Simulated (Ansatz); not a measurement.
Computed with Ansatz 0.2.0, DFT PBE, scalar-relativistic, plane waves, PAW. All cells share a 420 eV cutoff and Γ-centred k meshes spaced at most about 0.3 Å⁻¹ (about 0.25 or finer for metals, 2π included). No spin polarisation.

These are static total energies at zero pressure.

Question: Order these relaxed structures of ZrSi7 by energy, lowest first, with the energy over the lowest of them.
A.

```
Zr Si
1.0
     5.65035    0.00000    0.00000
     0.00000    5.65035    0.00000
     0.00000    0.00000    5.65035
Zr Si
1 7
Direct
  0.00000 0.00000 0.00000
  0.26591 0.26591 0.26591
  0.00000 0.50000 0.50000
  0.50000 0.50000 0.00000
  0.50000 0.00000 0.50000
  0.73409 0.26591 0.73409
  0.73409 0.73409 0.26591
  0.26591 0.73409 0.73409
```

B.

```
Zr Si
1.0
     3.60694   -3.59330    0.00000
     3.60694    3.59330    0.00000
    -1.59607    0.00000    5.14951
Zr Si
1 7
Direct
  0.71479 0.71479 0.70811
  0.54728 0.21962 0.85947
  0.89739 0.51553 0.17827
  0.17780 0.83776 0.52791
  0.21962 0.54728 0.85947
  0.51553 0.89739 0.17827
  0.83776 0.17780 0.52791
  0.05342 0.05342 0.12358
```

Answer: B (0 meV/atom), A (245 meV/atom). Forms: B Cm; A P-43m. Counting Si atoms around Zr (those within 1.25 times the shortest such distance or 1.15 times the sum of covalent radii, 1.27 where that leaves under three): B has Zr 13; A has Zr 4. B and A both hold Si–Si bonds in all directions. Origin: A, invented; B, invented, then shaken at random and relaxed again. The lowest form computed isn't among them: it has space group P2_1 (No. 4), 16.0 Å³/atom and lies 45 meV/atom below the best shown. Even the lowest of the cells shown lies +0.05 eV/atom against the elements.

Cells relaxed within their symmetry can be saddle points. Some types were kept out of the candidates beforehand, so the set may lack a known form.
